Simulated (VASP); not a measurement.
Input of a VASP 6.6.1 run:

INCAR

```
SYSTEM = Li
ALGO = Normal
EDIFF = 1E-7
ENCUT = 520
GGA = CA
ISIF = 2
ISMEAR = -1
LASPH = .TRUE.
LCHARG = .TRUE.
LELF = .TRUE.
LREAL = .FALSE.
LVHAR = .TRUE.
LWAVE = .FALSE.
NBANDS = 8
NELM = 100
PREC = Accurate
SIGMA = 0.1
```

KPOINTS

```
k-points
0
G
  14 14 14
  0 0 0
```

Contents of POSCAR:

```
Li
1.0
    0.0000000000      2.1990544194      2.1990544194
    2.1990544194      0.0000000000      2.1990544194
    2.1990544194      2.1990544194      0.0000000000
Li
1
Direct
    0.0000000000      0.0000000000      0.0000000000
```

Potentials or basis: VASP PAW LDA potentials, release 64 (Li_sv).

Run with:

```sh
$ cat potpaw_LDA.64/Li_sv/POTCAR > POTCAR
$ mpirun -np 1 vasp_std > vasp.out
```

Q: What does it give for the band gap on the k mesh?

A: None (metal or under the smearing width).
